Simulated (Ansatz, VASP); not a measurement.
# AlNi in VASP and in Ansatz

```xyz
2
Lattice="2.8810 0.0000 0.0000 0.0000 2.8810 0.0000 0.0000 0.0000 2.8810" Properties=species:S:1:pos:R:3 pbc="T T T"
Al    0.0000    0.0000    0.0000
Ni    1.4405    1.4405    1.4405
```

Alike in both runs: task relaxation of cell and atoms; functional PBE; dispersion D3(BJ); k mesh 14 × 14 × 14; occupations gaussian, width 0.1 eV; no spin polarisation.

```csv
,VASP,Ansatz
version,VASP 6.6.1,Ansatz 0.2.0
potentials or method,"VASP PAW PBE potentials, release 64 (Al, Ni)","scalar-relativistic, plane waves, PAW"
plane-wave cutoff (eV),600,420
valence electrons in the cell,13,21
```

|  | VASP | Ansatz | Ansatz less VASP |
| --- | --- | --- | --- |
| gap on the k mesh at the Fermi level, each at its own relaxed structure (eV) | none | none | - |
| relaxed volume (Å³/atom) | 11.66 | 11.67 | +0.006 |
| relaxed cell length with the largest relative difference (Å) | 2.857 | 2.857 | +0.0005 |
| energy change over the relaxation (meV/atom) | -4 | -4 | +0.1 |

A gap of «none» marks a metal or a gap that the smearing closes. The two sets of potentials don't hold the same shells in valence.

Caveats: pairwise dispersion overbinds metals, which lowers pressure and volume. Spin polarisation is off, so any magnetic state and its effect on volume and gap are missing.
